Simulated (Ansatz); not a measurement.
# InSe: the cost of one run

Method: DFT PBE+D3(BJ), scalar-relativistic, plane waves, PAW, in Ansatz 0.2.0.

A COD entry behind a cell of this session may itself be a prediction, so a difference from it is no test against experiment.

7 further runs of the same task are left out: 7 set aside as unsound or not needed.

### Step 1. The structure to begin with

It takes space group P-1 (No. 2, triclinic). The conventional cell has a = 4.027 Å, b = 4.027 Å, c = 28.271 Å, α = 90.00°, β = 90.00°, γ = 120.00°. Around Se (site symmetry 1) lie 3 In at 2.66 Å. Around In (site symmetry 1) lie 3 Se at 2.66 Å and 1 In at 2.79 Å.

As a file:

```xyz
8
Lattice="4.0266 0.0000 0.0000 -2.0133 3.4871 0.0000 0.0000 0.0000 28.2707" Properties=species:S:1:pos:R:3 pbc="T T T"
Se    0.0000    0.0000    4.5000
In    2.0133    1.1624    5.7954
In    2.0133    1.1624    8.5899
Se    0.0000    0.0000    9.8854
Se   -0.4474    0.7749   13.5954
In   -2.4607   -0.3875   14.8908
In   -2.4607   -0.3875   17.6853
Se   -0.4474    0.7749   18.9807
```

This is the geometry of the first run shown, built on a cell relaxed beforehand with the same method.

### Step 2. The scan

Atoms count from 1 in the order of the input.

The upper layer of a bilayer is slid over the lower one; relaxed at each slide: nothing; the origin of the map has Se5 above Se4; the distance between the facing planes is held at 3.71 Å.

The axes are (1) slide of the upper layer along the first cell vector, from Se5 above Se4: 9 values from 0.000 to 0.889, periodic; (2) slide of the upper layer along the second cell vector, from Se5 above Se4: 9 values from 0.000 to 0.889, periodic.

Nothing else is relaxed. Points are written as (first, second).

The two vectors of the plane (Å): (4.027, 0.000, 0.000); (-2.013, 3.487, 0.000).

### Step 3. Point (0/9, 2/9) of the map's two axes

The cell repeats along c, and a dipole correction in the vacuum removes the field between the copies.

File input.yaml:

```yaml
crystal:
  lattice:
    - [4.0266103962, 0.0, 0.0]
    - [-2.0133051981, 3.4871468942, 0.0]
    - [0.0, 0.0, 28.270710502]
  atoms:
    - { symbol: Se, position: [0.0, 0.0, 0.1591753415] }
    - { symbol: In, position: [0.6666666667, 0.3333333333, 0.204997989] }
    - { symbol: In, position: [0.6666666667, 0.3333333333, 0.3038451602] }
    - { symbol: Se, position: [0.0, 0.0, 0.349667733] }
    - { symbol: Se, position: [0.0, 0.2222222222, 0.480898959] }
    - { symbol: In, position: [-0.6666666667, -0.1111111111, 0.5267216065] }
    - { symbol: In, position: [-0.6666666667, -0.1111111111, 0.6255687776] }
    - { symbol: Se, position: [0.0, 0.2222222222, 0.6713913504] }
basis:
  ecutwfc: 420
kpoints:
  mp_grid: { grid: [9, 9, 1] }
hamiltonian:
  xc: pbe
  pseudopotentials: { kind: paw, azcp: { folder: soft_1 } }
  dispersion: d3bj
scf:
  occupations: { method: gaussian, width: 0.05 }
output:
  forces: true
  eigenvalues: true
  write_density: true
  write_potential: true
  elf: true
  volumetric_format: npy
efield:
  axis: 3
  dipole_correction: true
  ramp_width: 0.04
```

Launch:

```sh
$ ansatz run input.yaml --threads 1 --pin off --max-ram 3072MiB --backend cpu --events-out ev --progress --plain --runs-dir out
```

Q: Estimate wall time and peak memory on 1 thread of AMD EPYC 9R45 (Zen 5), shared host.

About 46 s, with a peak of 1.1 GiB.
